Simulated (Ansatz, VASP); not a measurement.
This is a calculation of PbS (Galena) for VASP 6.6.1.

INCAR

```
SYSTEM = PbS
PREC     = Accurate       ! precision mode
ENCUT    = 520            ! plane-wave cutoff, eV
EDIFF    = 1E-7           ! SCF threshold, eV
ISMEAR   = -1             ! smearing method
SIGMA    = 0.05           ! smearing width, eV
LREAL    = .False.        ! projectors in reciprocal space
LASPH    = .True.         ! aspherical terms in the spheres
NELM     = 60             ! most SCF steps
ALGO     = Normal         ! electronic algorithm
ISIF     = 2              ! what is computed and relaxed
LWAVE    = .False.        ! write WAVECAR
LCHARG   = .False.        ! write CHGCAR
GGA      = PE             ! functional
NBANDS   = 17             ! bands
```

File KPOINTS:

```
Automatic mesh
0
Gamma
  8 8 8
  0 0 0
```

Contents of POSCAR:

```
PbS
1.0
    0.0000000000      2.9657500000      2.9657500000
    2.9657500000      0.0000000000      2.9657500000
    2.9657500000      2.9657500000      0.0000000000
Pb S
1 1
Direct
   -0.0115120000      0.0138610000     -0.0022760000
    0.4938690000      0.5052960000      0.4970370000
```

Potentials or basis: VASP PAW PBE potentials, release 64 (Pb_d, S).

The run is started by

```console
$ cat potpaw_PBE.64/Pb_d/POTCAR potpaw_PBE.64/S/POTCAR > POTCAR
$ mpirun -np 1 vasp_std > vasp.out
```

Question: Set up the same calculation for Ansatz 0.2.0. Potentials there: Ansatz PAW.

Answer: As run (the cutoff follows the program's own potentials):

File input.yaml:

```yaml
crystal:
  lattice:
    - [0.0, 2.96575, 2.96575]
    - [2.96575, 0.0, 2.96575]
    - [2.96575, 2.96575, 0.0]
  atoms:
    - { symbol: Pb, position: [-0.011512, 0.013861, -0.002276] }
    - { symbol: S, position: [0.493869, 0.505296, 0.497037] }
hamiltonian:
  xc: pbe
  pseudopotentials: { kind: paw }
kpoints:
  mp_grid: { grid: [8, 8, 8] }
scf:
  occupations: { method: fermi_dirac, width: 0.05 }
output:
  forces: true
  stress: true
  eigenvalues: true
```

Potentials or basis: Ansatz PAW.

Command:

```sh
$ ansatz run input.yaml --threads 1 --pin off --max-ram 3584MiB --backend cpu --events-out ev --progress --plain --runs-dir out
```

Both were run:

|  | VASP | Ansatz | Ansatz less VASP |
| --- | --- | --- | --- |
| gap on the k mesh at the Fermi level (eV) | 0.37 | 0.36 | -0.007 |
| least direct gap on the mesh (eV) | 0.37 | 0.36 | -0.007 |
| pressure (GPa) | 2.2 | 2.2 | +0.07 |
| rms of the force components (eV/Å) | 0.010 | 0.009 | -0.0002 |

Atom by atom the forces differ by 0.000 eV/Å (rms over components).

Caveats: spin-orbit coupling is left out, which as a rule narrows the gap of such compounds by several tenths of an eV. A k mesh can miss the band edges.
